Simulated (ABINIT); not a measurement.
A run of ABINIT 10.8.3 (patched build) is set up as follows.

The input run.abi:

```
# Pseudopotentials
pp_dirpath "./"
pseudos "Te.upf, Sn.upf"

# Structure
acell 8.4205719959 8.4205719959 8.4205719959
rprim
     0.0000000000     0.7071067812     0.7071067812
     0.7071067812     0.0000000000     0.7071067812
     0.7071067812     0.7071067812     0.0000000000
ntypat 2
znucl 52 50
natom 2
typat 1 2
chkprim 0
chksymtnons 0
tolsym 1.0e-6
xred
            1/2            1/2            1/2
            0.0            0.0            0.0

# Plane-wave basis
ecut 40.0
ecutsm 0.5

# k points
kptopt 1
ngkpt 5 5 5
nshiftk 1
shiftk 0.0 0.0 0.0

# Exchange and correlation
ixc 11

# Bands and occupations
nband 19
occopt 3
tsmear 0.00183747

# SCF cycle
nstep 80
tolvrs 1.0e-12

# Output
iomode 3
prteig 0
prtebands 0
prtwf 0
prtden 0

# Relaxation
ionmov 2
optcell 2
ntime 50
tolmxf 2.0e-5
dilatmx 1.08
```

Potentials or basis: PseudoDojo NC SR PBE v0.4.1 standard.

Command:

```console
$ mpirun --bind-to none -np 4 abinit run.abi > log 2>&1
```

(1) Estimate the space group after relaxing (to 0.05 Å).

(2) Estimate the relaxed volume.

Answers

(1) Fm-3m (No. 225).

(2) 32.93 Å³/atom.
